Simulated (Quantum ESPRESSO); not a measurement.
Crystal: TiC.

```
Ti C
1.0
     0.00000    2.16572    2.16572
     2.16572    0.00000    2.16572
     2.16572    2.16572    0.00000
Ti C
1 1
Direct
  0.00000 0.00000 0.00000
  0.50000 0.50000 0.50000
```

The cell is a database's computed one.

```yaml
Program: Quantum ESPRESSO 7.5
Task: phonon dispersion
Functional: PBE
Potentials_or_basis: JTH 2.0 PBE
Cutoff: 490 eV
Density_cutoff: 2939 eV
k_mesh: 12 × 12 × 12
Occupations: cold, width 0.136 eV
Spin: no spin polarisation
Mixing_beta: 0.5
Most_SCF_iterations: 120
SCF_threshold: 4e-10 Ry
q_mesh: 2 × 2 × 2
```

**Question.** What are the zero-point energy, and the vibrational entropy and heat capacity at 298.15 K?

**Answer.** Zero-point energy 79.3 meV/atom; entropy 1.54 k_B/atom (12.8 J/(K·mol of atoms)); Cv 2.11 k_B/atom, 70 % of the classical limit. These are harmonic values without the electrons' part.

Phonon frequencies at the corners of the path (cm⁻¹, interpolated; i marks imaginary ones):
| point | frequencies |
| --- | --- |
| Γ | 0 0 0 505 505 505 |
| X | 281 281 351 496 496 558 |
| W | 298 332 332 532 562 562 |
| K | 266 340 346 509 567 574 |
| L | 254 254 446 550 550 699 |
| U | 266 340 346 509 567 574 |

Harmonic thermodynamics per atom at this volume (zero-point energy 79.3 meV, Debye temperature from the second moment 835 K):
| T (K) | free energy (meV) | entropy (k_B) | heat capacity Cv (k_B) |
| --- | --- | --- | --- |
| 50 | 79.2 | 0.01 | 0.05 |
| 100 | 79.0 | 0.16 | 0.47 |
| 200 | 74.9 | 0.82 | 1.50 |
| 298.15 | 64.9 | 1.54 | 2.11 |
| 500 | 26.8 | 2.78 | 2.62 |
| 800 | -63.0 | 4.07 | 2.84 |

Phonon states per cell in windows of 50 cm⁻¹ (negative: imaginary):
```csv
from (cm⁻¹),total,Ti,C
0,0.00,0.00,0.00
50,0.01,0.01,0.00
100,0.04,0.04,0.01
150,0.13,0.11,0.01
200,0.47,0.45,0.02
250,1.07,1.06,0.02
300,0.52,0.51,0.01
350,0.61,0.60,0.01
400,0.16,0.16,0.00
450,0.00,0.00,0.00
500,1.59,0.05,1.54
550,0.83,0.01,0.82
600,0.43,0.01,0.43
650,0.14,0.00,0.14
```

A q mesh this small can miss soft modes between its points.

Caveat: before the sum rule the acoustic modes lie tens of cm⁻¹ from zero, a sign that the density grid also shifts the optical modes; the q mesh is small, so phonon branches between its points and thermal values are rough.
